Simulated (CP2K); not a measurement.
**SnTe under changes of volume**

One of the cells (47.091 Å³/atom); the others are scaled copies at fixed shape and fractional positions:

```
CELL_PARAMETERS angstrom
5.10693 0.00000 0.00000
2.55347 4.42273 0.00000
2.55347 1.47424 4.16979
ATOMIC_POSITIONS crystal
Te 0.25000 0.25000 0.25000
Sn 0.00000 0.00000 0.00000
```

Measurements of this composition are mostly on another form, of space group No. 225.

* Program: CP2K 2026.2
* Functional: PBE
* Potentials or basis: POTENTIAL_UZH Te GTH-PBE-q6, Sn GTH-PBE-q4; TZVP-MOLOPT-PBE-GTH basis
* Density cutoff: 6123 eV
* k mesh: 7 × 7 × 7
* Occupations: fermi-dirac, width 0.05 eV
* Spin: no spin polarisation

```csv
volume (Å³/atom),energy over the lowest point (meV/atom),pressure (GPa),gap on the mesh (eV)
44.265,?,?,?
45.207,12.07,1.5,0.22
46.149,4.87,0.9,0.27
47.091,0.94,0.4,0.32
48.033,0.00,-0.1,0.36
48.974,1.78,-0.5,0.41
49.916,6.03,-0.9,0.45
```

What does the run at 44.265 Å³/atom give?

Energy over the lowest point 22.85 meV/atom; pressure 2.1 GPa; gap on the mesh 0.16 eV.

Worked out: A Birch-Murnaghan fit of order 3 (a polynomial in V^(-2/3)) to the other rows has its minimum at 47.87 Å³/atom with B0 = V·E''(V) = 24 GPa and B' = 3.7. It gives 22.88 meV/atom at 44.265 Å³/atom, against the run's 22.85, and -dE/dV = 2.2 GPa, against 2.1. A straight line through the other rows of the gap, of slope 2.32 eV per unit of ln V, extrapolates to 0.17 eV, against the run's 0.16.

Energies are extrapolated to zero smearing.

Caveats: spin-orbit coupling is left out, which moves the levels of the heavy elements; an odd mesh through Γ misses points on the zone boundary, where band edges often lie; the basis of atomic orbitals isn't converged, which shifts pressures, moduli and gaps.
